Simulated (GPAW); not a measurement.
The system is ZrS2.

```
Zr S
1.0
     3.69138    0.00000    0.00000
    -1.84569    3.19683    0.00000
     0.00000    0.00000    6.04108
Zr S
1 2
Direct
  0.00000 0.00000 0.00000
  0.33333 0.66667 0.23791
  0.66667 0.33333 0.76209
```

The cell is a database's computed one.

| Property | Result |
| --- | --- |
| Program | GPAW 26.7.0 |
| Task | relaxation of cell and atoms |
| Functional | PBEsol |
| Dispersion | D3(BJ) |
| Potentials or basis | PAW data sets generated in the run's folder for this functional |
| Cutoff | 600 eV |
| Basis | pw |
| k mesh | 8 × 8 × 5 |
| Occupations | fermi-dirac, width 0.05 eV |
| Spin | no spin polarisation |

At the start: pressure -4.9 GPa; volume 23.76 Å³/atom.

**Question.** How do energy, volume and symmetry change on relaxing?

**Answer.** Over 10 steps the energy falls by 47.3 meV/atom and the volume is 20.41 Å³/atom (-14.1 %); space group P-3m1 (No. 164, to 0.05 Å).

The path:
```csv
step,energy change (eV),largest force (eV/Å),pressure (GPa),volume (Å³)
1,0.0000,0.1585,-4.90,71.29
2,-0.0209,0.0207,-3.93,70.55
3,-0.0563,0.4666,-0.18,67.81
4,-0.0620,0.4516,-0.07,67.49
5,-0.0987,0.0294,-0.08,64.19
6,-0.1011,0.0227,-0.24,64.26
7,-0.1298,0.0757,-1.55,63.59
8,-0.1396,0.0995,-1.19,61.99
9,-0.1416,0.0286,-0.37,61.41
10,-0.1418,0.0048,0.01,61.22
```

Final structure:
```
CELL_PARAMETERS angstrom
3.57496 0.00000 0.00000
-1.78748 3.09601 0.00000
0.00000 0.00000 5.53135
ATOMIC_POSITIONS crystal
Zr 0.00000 0.00000 0.00000
S 0.33333 0.66667 0.26485
S 0.66667 0.33333 0.73515
```

Caveat: later steps reuse the first step's grids.
